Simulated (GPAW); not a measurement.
Runs of GPAW 26.7.0 on WS2. The cell holds a slab with vacuum, 3 atoms: a = 3.184 Å, b = 3.184 Å, c = 16.951 Å, α = 90.00°, β = 90.00°, γ = 120.00°. 

| task | level | potentials or basis | U | cell | k mesh | cutoff (eV) | smearing | maxiter | exx fraction | band path | band points | optimizer | mesh quality | gap on the mesh (eV) | largest force (eV/Å) |
| --- | --- | --- | --- | --- | --- | --- | --- | --- | --- | --- | --- | --- | --- | --- | --- |
| hybrid scf | r2SCAN0 | GPAW PAW data sets (gpaw-data 1.2.1), pw | - | as given | 5 × 5 × 1 | 450 | fermi-dirac 0.001 eV | 40 | 0.25 | - | - | - | coarse | 3.60 | - |
| band structure | LDA | PAW data sets generated in the run's folder for this functional, pw | - | as given | 7 × 7 × 2 | 600 | fermi-dirac 0.05 eV | 150 | - | GMKGALHA,LM,KH | 80 | - | not flagged | - | (b) |
| band structure | PBEsol+U | PAW data sets generated in the run's folder for this functional, pw | W d U = 6 eV | as given | 8 × 8 × 2 | 600 | fermi-dirac 0.05 eV | 150 | - | GMKGALHA,LM,KH | 100 | - | not flagged | - | (c) |
| relaxation of cell and atoms | r2SCAN | GPAW PAW data sets (gpaw-data 1.2.1), pw | - | relaxed | 7 × 7 × 2 | 600 | fermi-dirac 0.05 eV | 150 | - | - | - | BFGS | not flagged | 2.25 | 0.03 |
| band structure | LDA | JTH PAW 2.0, LDA, pw | - | as given | 7 × 7 × 2 | 600 | fermi-dirac 0.05 eV | 150 | - | GMKGALHA,LM,KH | 80 | - | not flagged | - | 0.44 |
| single point | PBEsol | PAW data sets generated in the run's folder for this functional, pw | - | as given | 10 × 10 × 2 | 600 | fermi-dirac 0.05 eV | 150 | - | - | - | - | not flagged | 1.98 | (a) |
| band structure | r2SCAN | GPAW PAW data sets (gpaw-data 1.2.1), pw | - | as given | 8 × 8 × 2 | 600 | fermi-dirac 0.05 eV | 150 | - | GMKGALHA,LM,KH | 80 | - | not flagged | 2.16 | 0.02 |
| single point | r2SCAN | GPAW PAW data sets (gpaw-data 1.2.1), pw | - | as given | 8 × 8 × 2 | 450 | fermi-dirac 0.05 eV | 120 | - | - | - | - | not flagged | 2.16 | 0.03 |

Alike in all rows: no spin polarisation.

Task: Fill in the values left out.

Result: (a) 0.12; (b) 0.45; (c) 0.20.

Caveats: some runs use coarse meshes; spin-orbit coupling is left out, which moves the levels of the heavy elements (some runs); the PAW data sets were made with another functional, which shifts forces and pressure a little (some runs); exact exchange converges slowly with the k mesh, and this mesh is small (some runs); the scaled meta-GGA exchange is a class typed in the script (some runs); later steps reuse the first step's grids (some runs); the program truncates these outside data sets (some runs); the cutoff is short for stress and forces, so pressures can be off by a GPa or more (some runs).

A k mesh can miss the band edges, and the runs leave out spin-orbit coupling on W.

Not every run made on this cell is shown here.
